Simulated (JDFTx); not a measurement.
Crystal: WC (Qusongite).

```
W C
1.0
     2.90650    0.00000    0.00000
    -1.45325    2.51710    0.00000
     0.00000    0.00000    2.83660
W C
1 1
Direct
  0.00000 0.00000 0.00000
  0.66667 0.33333 0.50000
```

- Program: JDFTx 1.7.0 (patched build)
- Task: relaxation of cell and atoms
- Functional: PBE
- Potentials or basis: PseudoDojo-SR-PBE-0.5-standard with smoothed tails
- Cutoff: 1116 eV
- Density cutoff: 8925 eV
- k mesh: 8 × 8 × 7
- Occupations: fermi-dirac, width 0.05 eV
- Spin: no spin polarisation

At the start: pressure 5.7 GPa; volume 10.38 Å³/atom.

Q: Where does the relaxation end?

A: Over 6 steps the energy falls by 2.7 meV/atom and the volume is 10.53 Å³/atom (+1.5 %); space group P-6m2 (No. 187, to 0.05 Å).

The path:
| step | energy change (eV) | largest force (eV/Å) | pressure (GPa) | volume (Å³) |
| --- | --- | --- | --- | --- |
| 1 | 0.0000 | 0.0000 | 5.66 | 20.75 |
| 2 | -0.0020 | 0.0000 | 4.44 | 20.81 |
| 3 | -0.0053 | 0.0000 | 0.25 | 21.04 |
| 4 | -0.0053 | 0.0000 | 0.06 | 21.05 |
| 5 | -0.0054 | 0.0000 | 0.01 | 21.05 |
| 6 | -0.0054 | 0.0000 | 0.00 | 21.05 |

Final structure:
```xyz
2
Lattice="2.9230 0.0000 0.0000 -1.4615 2.5314 0.0000 0.0000 0.0000 2.8455" Properties=species:S:1:pos:R:3 pbc="T T T"
W     0.0000    0.0000    0.0000
C     1.4615    0.8438    1.4227
```
